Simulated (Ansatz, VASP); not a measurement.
One calculation of SnSe, two programs

Contents of INCAR:

```
PREC = Accurate
ENCUT = 520
EDIFF = 1E-6
ISMEAR = -1
SIGMA = 0.02
LREAL = F
LASPH = T
NELM = 60
ALGO = Normal
ISIF = 2
LWAVE = F
LCHARG = F
GGA = PE
NBANDS = 17
```

KPOINTS

```
Automatic mesh
0
Gamma
  9 9 9
```

The input POSCAR:

```
SnSe
1.0
    0.0000000000      3.0405591592      2.9498000000
    3.0405591592      0.0000000000      2.9498000000
    3.0405591592      3.0405591592      0.0000000000
Sn Se
1 1
Direct
    0.0000000000      0.0000000000      0.0000000000
    0.5000000000      0.5000000000      0.5000000000
```

Input for Ansatz:

```yaml
crystal:
  lattice:
    - [0.0, 3.0405591592, 2.9498]
    - [3.0405591592, 0.0, 2.9498]
    - [3.0405591592, 3.0405591592, 0.0]
  atoms:
    - { symbol: Sn, position: [0.0, 0.0, 0.0] }
    - { symbol: Se, position: [0.5, 0.5, 0.5] }
kpoints:
  mp_grid: { grid: [9, 9, 9] }
scf:
  occupations: { method: fermi_dirac, width: 0.02 }
hamiltonian:
  xc: pbe
  pseudopotentials: { kind: all_electron, lapw: { basis_error: 0.00025 } }
output:
  forces: true
  stress: true
  eigenvalues: true
```

Change from the starting cell: z stretched by -2 % at fixed volume.

Alike in both runs: task single point; functional PBE; k mesh 9 × 9 × 9; occupations fermi-dirac, width 0.02 eV; no spin polarisation.

|  | VASP | Ansatz |
| --- | --- | --- |
| version | VASP 6.6.1 | Ansatz 0.2.0 |
| potentials or method | VASP PAW PBE potentials, release 64 (Sn_d, Se) | all-electron LAPW, scalar-relativistic |
| plane-wave cutoff (eV) | 520 | see its input |

```csv
,VASP,Ansatz,Ansatz less VASP
pressure (GPa),1.1,1.2,+0.01
largest component of the traceless stress (GPa),2.61,2.60,-0.011
```

Ansatz ran all-electron here, so the differences hold the error of VASP's frozen core and of both bases.

Caveats: spin-orbit coupling is left out, which moves the levels of the heavy elements; an odd mesh through Γ misses points on the zone boundary, where band edges often lie.
